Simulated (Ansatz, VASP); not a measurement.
# MoH5 in VASP and in Ansatz

Contents of INCAR:

```
SYSTEM = MoH5
  PREC = Accurate
  ENCUT = 600
  EDIFF = 1E-7
  ISMEAR = 0
  SIGMA = 0.1
  LREAL = .FALSE.
  LASPH = .TRUE.
  NELM = 80
  ALGO = Normal
  ISIF = 3
  LWAVE = .FALSE.
  LCHARG = .FALSE.
  GGA = PE
  IBRION = 2
  NSW = 90
  EDIFFG = -0.04
```

The input KPOINTS:

```
Automatic mesh
0
G
  6 6 6
  0 0 0
```

POSCAR

```
MoH5
1.0
    0.0000000000      3.0208249600      3.0208249600
    3.0208249600      0.0000000000      3.0208249600
    3.0208249600      3.0208249600      0.0000000000
H Mo
5 1
Direct
    0.1250000000      0.6250000000      0.6250000000
    0.6250000000      0.6250000000      0.6250000000
    0.6250000000      0.1250000000      0.6250000000
    0.6250000000      0.6250000000      0.1250000000
    0.2500000000      0.2500000000      0.2500000000
    0.0000000000      0.0000000000      0.0000000000
```

Input for Ansatz:

```yaml
crystal:
  lattice:
    - [0.0, 3.02082496, 3.02082496]
    - [3.02082496, 0.0, 3.02082496]
    - [3.02082496, 3.02082496, 0.0]
  atoms:
    - { symbol: H, position: [0.125, 0.625, 0.625] }
    - { symbol: H, position: [0.625, 0.625, 0.625] }
    - { symbol: H, position: [0.625, 0.125, 0.625] }
    - { symbol: H, position: [0.625, 0.625, 0.125] }
    - { symbol: H, position: [0.25, 0.25, 0.25] }
    - { symbol: Mo, position: [0.0, 0.0, 0.0] }
basis:
  ecutwfc: 420
kpoints:
  mp_grid: { grid: [6, 6, 6] }
hamiltonian:
  xc: pbe
scf:
  occupations: { method: gaussian, width: 0.1 }
  lower_state_search: "off"
output:
  forces: true
  stress: true
  eigenvalues: true
relax:
  adjacent_minimum: "off"
  f_tol: 0.04
  max_steps: 70
  cell: { stress_tol: 0.4 }
```

Change from the starting cell: species swapped into the ErCu5 type (F-43m, No. 216).

Alike in both runs: task relaxation of cell and atoms; functional PBE; k mesh 6 × 6 × 6; occupations gaussian, width 0.1 eV; no spin polarisation.

|  | VASP | Ansatz |
| --- | --- | --- |
| version | VASP 6.6.1 | Ansatz 0.2.0 |
| potentials or method | VASP PAW PBE potentials, release 64 (H, Mo_sv) | scalar-relativistic, plane waves, PAW |
| plane-wave cutoff (eV) | 600 | 420 |
| valence electrons in the cell | 19 | 19 |

Ansatz gave:

| Quantity | Value |
| --- | --- |
| gap on the k mesh at the Fermi level, each at its own relaxed structure (eV) | none |
| relaxed volume (Å³/atom) | 4.81 |
| relaxed cell length with the largest relative difference (Å) | 3.444 |
| energy change over the relaxation (meV/atom) | -770 |

Question: What did VASP give for the same quantities?

Answer: gap on the k mesh at the Fermi level, each at its own relaxed structure (eV): none; relaxed volume (Å³/atom): 4.83; relaxed cell length with the largest relative difference (Å): 3.448; energy change over the relaxation (meV/atom): -768.

A gap of «none» marks a metal or a gap that the smearing closes.

Caveats: the volume moved by over 15 % at a fixed basis, so the end points are rough (VASP).
